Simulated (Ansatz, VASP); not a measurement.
**Two plane-wave programs on MgS**

```
Mg S
1.0
    -0.06451    2.82299    2.82299
     2.82299   -0.06451    2.82299
     2.82299    2.82299   -0.06451
Mg S
1 1
Direct
  0.99797 0.99797 0.99797
  0.25203 0.25203 0.25203
```

Change from the starting cell: epitaxial_111 strain +2.0%.

Alike in both runs: task single point; functional r2SCAN; k mesh 8 × 8 × 8; no spin polarisation.

|  | VASP | Ansatz |
| --- | --- | --- |
| version | VASP 6.6.1 | Ansatz 0.2.0 |
| potentials or method | VASP PAW PBE potentials, release 64 (Mg, S) | plane waves, PAW |
| plane-wave cutoff (eV) | 520 | 500 |
| occupations | gaussian, width 0.01 eV | fixed |
| valence electrons in the cell | 8 | 16 |

Ansatz gave:

```
gap on the k mesh at the Fermi level (eV)       : 3.87
pressure (GPa)                                  : -1.5
largest component of the traceless stress (GPa) : 0.72
rms of the force components (eV/Å)              : 0.004
```

Problem. What did VASP give for the same quantities?

Solution. gap on the k mesh at the Fermi level (eV): 3.85; pressure (GPa): -1.7; largest component of the traceless stress (GPa): 0.72; rms of the force components (eV/Å): 0.002.

Atom by atom the forces differ by 0.002 eV/Å (rms over components). The two sets of potentials don't hold the same shells in valence.

Caveats: the PAW data sets were made with another functional, which shifts forces and pressure a little (VASP). A k mesh can miss the band edges.
